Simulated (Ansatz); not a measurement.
Crystal: LiH.

```xyz
2
Lattice="0.0000 2.0368 2.0368 2.0368 0.0000 2.0368 2.0368 2.0368 0.0000" Properties=species:S:1:pos:R:3 pbc="T T T"
Li    0.0000    0.0000    0.0000
H     2.0368    2.0368    2.0368
```

Base run:

| Property | Result |
| --- | --- |
| Program | Ansatz 0.2.0 |
| Functional | PBEsol |
| Potentials or basis | all-electron PAW datasets made for the crystal |
| Cutoff | 200 eV |
| Density cutoff | 800 eV |
| k mesh | 8 × 8 × 8 |
| Occupations | fermi-dirac, width 0.05 eV |
| Spin | no spin polarisation |

Its results: band gap on the k mesh 2.79 eV, direct.

After a change of settings the same cell gave: band gap on the k mesh 4.69 eV, direct. Which change was it?
A. potentials or basis from all-electron PAW datasets made for the crystal to all-electron LAPW, scalar-relativistic; cutoff from 200 eV to 175 eV; density cutoff from 800 eV to 699 eV; k mesh from 8 × 8 × 8 to 11 × 11 × 11
B. functional from PBEsol to PBE0; cutoff from 200 eV to 220 eV; density cutoff from 800 eV to 880 eV
C. potentials or basis from all-electron PAW datasets made for the crystal to all-electron LAPW, non-relativistic; cutoff from 200 eV to 175 eV; density cutoff from 800 eV to 699 eV; k mesh from 8 × 8 × 8 to 11 × 11 × 11
D. functional from PBEsol to PBE

B.

PBE0 gives the wider gap, since exact exchange removes part of the self-interaction.

Caveats: the program warned that the printed levels may be off, so bands, gaps and densities of states are rough (some runs).

Not every run made on this cell is shown here.
